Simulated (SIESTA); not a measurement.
SnO2 (Cassiterite):

```
Sn O
1.0
     4.73800    0.00000    0.00000
     0.00000    4.73800    0.00000
     0.00000    0.00000    3.18650
Sn O
2 4
Cartesian
  2.3690 2.3690 1.5933
  0.0000 0.0000 0.0000
  3.8240 0.9140 1.5933
  3.2830 3.2830 0.0000
  0.9140 3.8240 1.5933
  1.4550 1.4550 0.0000
```

Program: SIESTA 5.4.2. Alike in all runs: task band structure; no spin polarisation; cell as given; k mesh 6 × 6 × 8; smearing fermi-dirac 0.05 eV; grid cutoff 800 Ry; energy shift 0.003 Ry.

Question: Order these runs on this cell by their band gap on the k mesh, lowest first.
A. level AM05; potentials or basis PseudoDojo 0.4 standard (PBEsol files), DZP (energy shift 0.003 Ry; two zetas on semicore shells)
B. level RPBE; potentials or basis PseudoDojo 0.4 standard (PBE files), DZP (energy shift 0.003 Ry; two zetas on semicore shells)
C. level PBE; potentials or basis PseudoDojo 0.4 standard (PBE files), SZ (energy shift 0.003 Ry)

Answer: C (0.31 eV), A (0.94 eV), B (1.13 eV).

Caveats: spin-orbit coupling is left out, which moves the levels of the heavy elements; the basis of atomic orbitals isn't converged, which shifts pressures, moduli and gaps; the basis has no polarisation orbitals (some runs).

